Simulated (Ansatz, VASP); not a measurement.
# CdS (Hawleyite): VASP beside Ansatz

INCAR

```
SYSTEM = CdS
ALGO     = Normal         ! electronic algorithm
EDIFF    = 1E-7           ! SCF threshold, eV
ENCUT    = 520            ! plane-wave cutoff, eV
GGA      = PE             ! functional
ISIF     = 2              ! what is computed and relaxed
ISMEAR   = 0              ! smearing method
LASPH    = .TRUE.         ! aspherical terms in the spheres
LCHARG   = .FALSE.        ! write CHGCAR
LREAL    = .FALSE.        ! projectors in reciprocal space
LWAVE    = .FALSE.        ! write WAVECAR
NBANDS   = 16             ! bands
NELM     = 60             ! most SCF steps
PREC     = Accurate       ! precision mode
SIGMA    = 0.020999999999999998 ! smearing width, eV
```

Contents of KPOINTS:

```
k-points
0
G
  8 8 8
  0 0 0
```

File POSCAR:

```
CdS
1.0
    0.0000000000      2.9165000000      2.9165000000
    2.9165000000      0.0000000000      2.9165000000
    2.9165000000      2.9165000000      0.0000000000
Cd S
1 1
Direct
    0.0000000000      0.0000000000      0.0000000000
    0.7500000000      0.7500000000      0.7500000000
```

input.yaml

```yaml
crystal:
  lattice:
    - [0.0, 2.9165, 2.9165]
    - [2.9165, 0.0, 2.9165]
    - [2.9165, 2.9165, 0.0]
  atoms:
    - { symbol: Cd, position: [0.0, 0.0, 0.0] }
    - { symbol: S, position: [0.75, 0.75, 0.75] }
kpoints:
  mp_grid: { grid: [8, 8, 8] }
scf:
  occupations: { method: gaussian, width: 0.021 }
hamiltonian:
  xc: pbe
  pseudopotentials: { kind: all_electron, lapw: { basis_error: 0.001 } }
output:
  forces: true
  stress: true
  eigenvalues: true
```

Alike in both runs: task single point; functional PBE; k mesh 8 × 8 × 8; occupations gaussian, width 0.021 eV; no spin polarisation.

```csv
,VASP,Ansatz
version,VASP 6.6.1,Ansatz 0.2.0
potentials or method,"VASP PAW PBE potentials, release 64 (Cd, S)","all-electron LAPW, scalar-relativistic"
plane-wave cutoff (eV),520,see its input
```

```csv
,VASP,Ansatz,Ansatz less VASP
gap on the k mesh at the Fermi level (eV),1.15,1.15,-0.004
least direct gap on the mesh (eV),1.15,1.15,-0.004
pressure (GPa),3.2,2.9,-0.33
```

Ansatz ran all-electron here, so the differences hold the error of VASP's frozen core and of both bases.

PBE gaps usually lie below the measured ones, often by a third to a half.
